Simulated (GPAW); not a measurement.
# Co2 Re3 Co2 0001: parallel and opposed starts, part 2 of 2

A self-consistent run ends on one state, which hangs on the start. Several orders of Co2 Re3 Co2 0001 are started in GPAW and their energies compared.

GPAW 26.7.0; PBE; plane waves with GPAW's PAW setups, scalar-relativistic.

So far. Step 2 (Order 1, typed as ferro ++++): After 47 cycles the largest moment stands at 1.88 μB.

## 3. Start 2: antiferro ++--

An opposed order shows whether the pairs that it reverses prefer unlike signs.

order2.py

```python
import json
import numpy as np
from ase import Atoms
from ase.parallel import paropen, parprint
from gpaw import GPAW

atoms = Atoms(['Co', 'Co', 'Re', 'Re', 'Re', 'Co', 'Co'],
    cell=[[2.761, 0.0, 0.0],
         [-1.3805, 2.391096, 0.0],
         [0.0, 0.0, 23.724046]],
    scaled_positions=[[0.0, 0.0, 0.252908],
         [0.333333, 0.666667, 0.323779],
         [0.0, 0.0, 0.406143],
         [0.333333, 0.666667, 0.5],
         [0.0, 0.0, 0.593857],
         [0.333333, 0.666667, 0.676221],
         [0.0, 0.0, 0.747092]],
    pbc=True,
    magmoms=[1.8, 1.8, 0.0, 0.0, 0.0, -1.8, -1.8])
atoms.calc = GPAW(mode={'name': 'pw', 'ecut': 450},
    xc='PBE',
    kpts={'size': (20, 20, 1), 'gamma': True},
    occupations={'name': 'fermi-dirac', 'width': 0.05},
    convergence={'density': 1e-05, 'energy': 1e-05},
    maxiter=200,
    mixer={'name': 'pulay', 'beta': 0.03, 'nmaxold': 8, 'weight': 100},
    symmetry={'tolerance': 1e-4},
    txt='order2.txt')
e = atoms.get_potential_energy(force_consistent=True)
res = {'free_energy': e, 'energy_sigma0': atoms.get_potential_energy(), 'fermi_energy': atoms.calc.get_fermi_level()}
res['moments'] = atoms.get_magnetic_moments().tolist()
res['total'] = atoms.get_magnetic_moment()
parprint('site moments (muB):', np.round(res['moments'], 3))
parprint(f"total moment: {res['total']:.3f} muB")
parprint(f'free energy: {e:.6f} eV')
atoms.calc.write('order2.gpw')
with paropen('results.json', 'w') as f:
    json.dump(res, f)
```

On the command line:

```bash
$ OMP_NUM_THREADS=1 mpirun -n 4 gpaw python order2.py > order2.log
```

Numbers of over 12 decimals in the logs are rounded to 6 here.

The log of the run:

```text
site moments (muB): [ 1.875  1.332 -0.044  0.     0.044 -1.332 -1.875]
total moment: -0.000 muB
free energy: -64.431150 eV

--- order2.txt ---
Input parameters:
  mode=PW(ecut=450),
  convergence={'density': 1e-05, 'energy': 1e-05},
  kpts=MonkhorstPack(size=(20, 20, 1), gamma=True),
  maxiter=200,
  mixer=Pulay(name='pulay', nmaxold=8, beta=0.03, weight=100, sigma=0.015, g_ss=None),
  occupations=Occupations(name='fermi-dirac', width=0.05),
  symmetry=Symmetry(tolerance=0.0001),
  xc=XC(name='PBE')

Diagonalizing LCAO Hamiltonian
Converting LCAO to pw mode

       Co

        Co

       Re

        Re

       Re

        Co

       Co

Atoms  # Å, Bohr magnetons
|   | symbol |         x |        y |         z |    initial magnetic moments |
|---|--------|-----------|----------|-----------|-----------------------------|
| 0 |     Co |  0.000000 | 0.000000 |  6.000001 | ( 0.0000,  0.0000,  1.8000) |
| 1 |     Co | -0.000001 | 1.594065 |  7.681348 | ( 0.0000,  0.0000,  1.8000) |
| 2 |     Re |  0.000000 | 0.000000 |  9.635355 | ( 0.0000,  0.0000,  0.0000) |
| 3 |     Re | -0.000001 | 1.594065 | 11.862023 | ( 0.0000,  0.0000,  0.0000) |
| 4 |     Re |  0.000000 | 0.000000 | 14.088691 | ( 0.0000,  0.0000,  0.0000) |
| 5 |     Co | -0.000001 | 1.594065 | 16.042698 | ( 0.0000,  0.0000, -1.8000) |
| 6 |     Co |  0.000000 | 0.000000 | 17.724045 | ( 0.0000,  0.0000, -1.8000) |

Unit cell  # Å
| periodic |         x |        y |         z |   lengths |     angles |
|----------|-----------|----------|-----------|-----------|------------|
|      yes |  2.761000 | 0.000000 |  0.000000 |  2.761000 |  90.000000 |
|      yes | -1.380500 | 2.391096 |  0.000000 |  2.761000 |  90.000000 |
|      yes |  0.000000 | 0.000000 | 23.724046 | 23.724046 | 120.000001 |

Number of symmetries: 6

BZ-sampling:
  Number of BZ points: 400
  Number of IBZ points: 44

  Monkhorst-Pack size: [20, 20, 1]
  Monkhorst-Pack shift: [0.025, 0.025, 0.0]

Plane wave coefficients: 3419
Cutoff: 450.000000 eV

Spin-components: 2 (collinear spins)
Bands:           49
Projectors:      42
Spin-degeneracy: 1
Datatype:        complex128

Parallelization:
  kpt:    4
  domain: 1
  band:   1

Density:
  Valence electrons: 75.0
  Components: 2
  Grid points: [ 14  14 120]
  Charge: 0.0  # |e|

Potential:
  Grid points: [ 14  14 120]

[... setups left out ...]
Reference energy: -1512673.506170  # eV

eigensolver:
  PPCG
  Converge bands: occupied
  niter=2

density mixing:
  Pulay-Mixer
  Linear mixing parameters: 0.03
  Old densities: 8
  Fourier metric: weight=100, sigma=0.015

occupation numbers:
  Fermi-Dirac:
    width: 0.0500  # eV

poisson solver:
  ecut: 3600.000000  # eV

xc functional:
  name: PBE with 2 nearest neighbor stencil

convergence criteria:
- Maximum integral of absolute [dens]ity change: 1e-05 electrons / valence electron
- Maximum [total energy] change in last 3 cyles: 1e-05 eV / valence electron
- Maximum integral of absolute [eigenst]ate change: 4e-08 eV^2 / valence electron
maximum number of iterations: 200

SCF iterations
|iter     |      energy | eigst |  dens |  magmom |
|---------|-------------|-------|-------|---------|
|iter:   1|       0s |  -67.911759 | +0.35 |       |  +0.0000|
|iter:   2|       5s |  -69.793082 | -0.48 | -0.82 |  +0.0000|
|iter:   3|      10s |  -65.497551 | -1.08 | -0.80 |  -0.0000|
|iter:   4|      16s |  -65.254030 | -2.11 | -1.12 |  +0.0000|
|iter:   5|      21s |  -64.406833 | -0.98 | -1.13 |  -0.0000|
|iter:   6|      27s |  -64.324856 | -2.00 | -1.31 |  +0.0000|
|iter:   7|      32s |  -64.452111 | -1.36 | -1.35 |  -0.0002|
|iter:   8|      37s |  -64.318742 | -2.06 | -1.48 |  +0.0013|
|iter:   9|      42s |  -64.284796 | -2.28 | -1.52 |  -0.0001|
|iter:  10|      47s |  -64.265035 | -3.13 | -1.59 |  +0.0000|
[... 38 iterations left out ...]
|iter:  49|     226s |  -64.394759c| -7.88c| -4.95 |  -0.0000|
|iter:  50|     228s |  -64.394760c| -8.46c| -4.98 |  -0.0000|
|iter:  51|     231s |  -64.394760c| -8.61c| -4.93 |  -0.0000|
|iter:  52|     233s |  -64.394760c| -8.81c| -4.96 |  -0.0000|
|iter:  53|     236s |  -64.394760c| -9.02c| -4.96 |  -0.0000|
|iter:  54|     238s |  -64.394760c| -9.01c| -4.94 |  -0.0000|
|iter:  55|     241s |  -64.394760c| -9.44c| -4.97 |  -0.0000|
|iter:  56|     243s |  -64.394759c| -8.81c| -4.97 |  -0.0000|
|iter:  57|     246s |  -64.394760c| -8.39c| -4.89 |  -0.0000|
|iter:  58|     248s |  -64.394760c| -8.88c| -5.02c|  -0.0000|

Converged in 58 steps
Energy contributions relative to reference atoms: (reference = -1512673.506170)

Energy contributions:
  Kinetic:          48.119961
  Coulomb:         -46.692419
  Zero:              1.117368
  External:          0.000000
  Xc:              -66.903279
  Entropy:          -0.072781
  Spinorbit:         0.000000
  ----------------------------
  Free energy:     -64.431150
  Extrapolated:    -64.394760

dipole moment: (-24.518206, -24.950405, -0.000040)  # |e|*Ang

Total magnetic moment: (0.000000, 0.000000, -0.000000)

Local magnetic moments
|        x |        y |         z |
|----------|----------|-----------|
| 0.000000 | 0.000000 |  1.875187 |  # Co   0
| 0.000000 | 0.000000 |  1.332389 |  # Co   1
| 0.000000 | 0.000000 | -0.044108 |  # Re   2
| 0.000000 | 0.000000 |  0.000000 |  # Re   3
| 0.000000 | 0.000000 |  0.044108 |  # Re   4
| 0.000000 | 0.000000 | -1.332390 |  # Co   5
| 0.000000 | 0.000000 | -1.875187 |  # Co   6

Fermi level: 5.167
Eigenvalues  # (at kpt = [-0.000, -0.000, 0.000])
| band index |      eig [eV] | occ [0-1] |      eig [eV] | occ [0-1] |
|------------|---------------|-----------|---------------|-----------|
|          0 |       -37.078 |     1.000 |       -37.078 |     1.000 |
|        ... |               |           |               |           |
|         34 |         4.212 |     1.000 |         4.212 |     1.000 |
|         35 |         4.212 |     1.000 |         4.212 |     1.000 |
|         36 |         4.556 |     1.000 |         4.556 |     1.000 |
|         37 |         4.621 |     1.000 |         4.621 |     1.000 |
|         38 |         4.621 |     1.000 |         4.621 |     1.000 |
|         39 |         5.079 |     0.854 |         5.079 |     0.854 |
|         40 |         5.158 |     0.548 |         5.158 |     0.548 |
|         41 |         5.158 |     0.547 |         5.158 |     0.547 |
|         42 |         5.954 |     0.000 |         5.954 |     0.000 |
|         43 |         5.954 |     0.000 |         5.954 |     0.000 |
|         44 |         6.339 |     0.000 |         6.339 |     0.000 |
|         45 |         6.443 |     0.000 |         6.443 |     0.000 |
|         46 |         6.443 |     0.000 |         6.443 |     0.000 |
|         47 |         6.767 |     0.000 |         6.767 |     0.000 |
|         48 |         7.615 |     0.000 |         7.615 |     0.000 |

No gap
No difference between direct/indirect transitions
```

It took 4.3 min on 4 MPI ranks of Arm Neoverse V2, shared host; peak memory 1.1 GiB; 17 min of CPU time.

Spin moment in the augmentation sphere by atom:

```
atom  spin moment in the augmentation sphere (μB)
 Co1                                         1.88
 Co2                                         1.33
 Re3                                        -0.04
 Re4                                         0.00
 Re5                                         0.04
 Co6                                        -1.33
 Co7                                        -1.88
```

This step gave:

| Property | Result |
| --- | --- |
| magnetization | 0 μB |
| final state | antiferromagnetic |

It lies 1.53 meV a seeded atom over the first start, and its largest moment is 1.88 μB against 1.88 μB.

## 4. Energies of the orders

These are free energies at a smearing of 0.05 eV, so its entropy term is in the differences. They are divided by the number of seeded atoms, so that cells of unlike size compare.

Orders:

```
         start        final state  typed order kept  energy over the lowest (meV a seeded atom)  largest site moment (μB)  net moment (μB a primitive cell)  mesh matched  CPU time (s)
    ferro ++++      ferromagnetic               yes                                           0                     1.881                             6.169           yes         953.2
antiferro ++--  antiferromagnetic               yes                                       1.529                     1.875                                 0           yes          1035
```

## 5. What came out

| Property | Result |
| --- | --- |
| lowest state found | ferromagnetic (typed ferro ++++) |
| largest site moment | 1.88 μB |
| next state | antiferromagnetic, 1.53 meV a seeded atom higher |

In words: The lowest state found is ferromagnetic, reached from the start ferro ++++, with moments up to 1.88 μB. The two lowest states lie so close that the mesh, the functional or spin–orbit coupling could swap them. Only 2 starts are shown; other collinear patterns, canted and longer-period orders are not.

[Logs and program files are shortened in this print: banners, set-up blocks, solver, clock and traceback lines can be left out without a mark of their own.]

[Logs are printed without paths, hosts, clocks, repeated set-up lines and the standing remarks that a program may print on its own settings, such as how far it seeks lower states.]

[Hosts, paths, dates, database ids (printed as entryN), source tags and the programs' standing remarks are cut or masked in the printed files.]

[Where a cell is said to come from a database of computed structures, the database is the Materials Project.]
